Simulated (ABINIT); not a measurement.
Crystal: TiO.

```
Ti O
1.0
     0.00000    2.46929    2.46929
     2.46929    0.00000    2.46929
     2.46929    2.46929    0.00000
Ti O
1 1
Direct
  0.00000 0.00000 0.00000
  0.25000 0.25000 0.25000
```

The cell comes from a database or a generator and needn't be the stable form of this composition.

Base run:

```yaml
Program: ABINIT 10.8.3 (patched build)
Functional: LDA
Potentials_or_basis: PseudoDojo NC SR LDA v0.4 stringent
Cutoff: 1143 eV
k_mesh: 7 × 7 × 7
Occupations: fermi-dirac, width 0.05 eV
Spin: no spin polarisation
```

Its results: band gap on the k mesh none (metal or under the smearing width); pressure -29.9 GPa.

The run is repeated on the same cell with these changes: functional from LDA to PBEsol; potentials or basis from PseudoDojo NC SR LDA v0.4 stringent to PseudoDojo NC SR PBEsol v0.4 stringent. What comes out?

Band gap on the k mesh none (metal or under the smearing width); pressure -26.2 GPa.

Caveats: semilocal functionals often make such compounds metallic where correlation or magnetic order opens a gap, which also shifts bond lengths; a pressure of tens of GPa on the cell as given is suspect, and the run, the potentials or the cell itself is likely at fault (some runs); so large a pressure means that the cell lies far from this level's equilibrium, or that cutoff or potentials fall short (some runs).

Not every run made on this cell is shown here.
